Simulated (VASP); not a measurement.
C:

```
C
1.0
     2.46100    0.00000    0.00000
    -1.23050    2.13129    0.00000
     0.00000    0.00000    6.70800
C
4
Direct
  0.00000 0.00000 0.25000
  0.33333 0.66667 0.25000
  0.50000 0.00000 0.75000
  0.83333 0.66667 0.75000
```

The cell was built by a generator and needn't be a form met in nature.

Base run:

| Item | Value |
| --- | --- |
| Program | VASP 6.6.1 |
| Functional | vdW-DF |
| Potentials or basis | VASP PAW PBE potentials, release 64 (C) |
| Cutoff | 520 eV |
| k mesh | 16 × 16 × 4 |
| Occupations | fermi-dirac, width 0.05 eV |
| Spin | no spin polarisation |

Its results: band gap on the k mesh 0.21 eV; pressure 6.6 GPa; largest force 0.012 eV/Å.

Q: The run is repeated on the same cell with these changes: functional from vdW-DF to optB86b-vdW. What comes out?

A: Band gap on the k mesh 0.19 eV; pressure 2.1 GPa; largest force 0.012 eV/Å.

Caveats: the PAW data sets were made with another functional, which shifts forces and pressure a little.

A k mesh can miss the band edges.
